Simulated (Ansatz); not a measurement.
Run this with the Python package of Ansatz (0.2.0) and show what comes out.

Contents of `inse.vasp`:
```text
InSe
1.0
   5.86790313   -2.05500000    0.00000000
   5.86790313    2.05500000    0.00000000
  -1.59941497    0.00000000    4.32365259
In Se
2 2
Direct
   0.88400000    0.88400000    0.00500000
   0.11600000    0.11600000    0.99500000
   0.66000000    0.66000000    0.64200000
   0.34000000    0.34000000    0.35800000
```

The script, `run_elastic.py`:
```python
from dataclasses import replace

import ansatz as az
from ase.io import read
import numpy as np

atoms = read("inse.vasp", format="vasp")
system = az.Crystal.from_ase(atoms)

model = (
    system.calculation()
    .occupations("Fermi-Dirac", width=0.02)
    .functional("pbesol")
    .kpoints(6, 6, 6)
)
rest = model.relax(cell=True).run(threads=1, pin="off").lattice
relaxed = az.Crystal(lattice=az.Lattice.of(rest.cell_ang))
for site in rest.sites:
    relaxed = relaxed.atom(site.symbol, site.position_frac)
model = replace(model, crystal=relaxed)
print("relaxed volume {:.3f} A^3".format(abs(np.linalg.det(rest.cell_ang))))
done = model.elastic("relaxed-ion").run(threads=1, pin="off")
elastic = done.elastic

print(np.array2string(np.round(elastic.c_gpa, 1) + 0.0, suppress_small=True))
print("Voigt stress of the unstrained cell (GPa, tension positive):", np.round(elastic.sigma0_gpa, 3) + 0.0)
print("smallest eigenvalue of C:", round(elastic.stability.min_eigenvalue_gpa, 1), "GPa; tensor positive definite:", elastic.stability.min_eigenvalue_gpa > 0)
if elastic.stability.min_eigenvalue_gpa > 0:
    m = elastic.moduli
    anisotropy = 5 * m.g_voigt_gpa / m.g_reuss_gpa + m.k_voigt_gpa / m.k_reuss_gpa - 6
    print(f"Voigt K {m.k_voigt_gpa:.1f} G {m.g_voigt_gpa:.1f}; Reuss K {m.k_reuss_gpa:.1f} G {m.g_reuss_gpa:.1f}; universal anisotropy index {anisotropy:.3f}")
```

Running `python run_elastic.py` prints:
```text
DeckWarning: basis.ecutwfc = 420 eV, auto-derived from the records' recommended cutoffs: set by In (normal level)
relaxed volume 103.106 A^3
[[112.9  30.5  31.2   0.    0.8   0. ]
 [ 30.5  75.4  17.3   0.  -11.8   0. ]
 [ 31.2  17.3  23.4   0.    7.    0. ]
 [  0.    0.    0.   17.4   0.   -7.1]
 [  0.8 -11.8   7.    0.   25.5   0. ]
 [  0.    0.    0.   -7.1   0.   23.5]]
Voigt stress of the unstrained cell (GPa, tension positive): [ 0.014  0.025  0.012  0.    -0.009  0.   ]
smallest eigenvalue of C: 8.1 GPa; tensor positive definite: True
Voigt K 41.1 G 22.1; Reuss K 20.2 G 12.7; universal anisotropy index 4.775
```
(Warnings from the package without file and line.)

A positive definite tensor excludes instabilities under uniform strain alone; phonons elsewhere in the zone can still be imaginary. This is a high-temperature or high-pressure form, not the ambient phase. In a crystal with a gap the Fermi level's place inside it depends on smearing and mesh. The structure is a deposited one; some such entries were measured under pressure or heat, so a shift against it needn't be the functional's error alone. The constants belong to the cell that was strained; where it wasn't relaxed first it may be under stress. Timing: 38 min on 1 thread of Arm Neoverse V1, with other jobs on the host, peak memory 0.76 GiB.
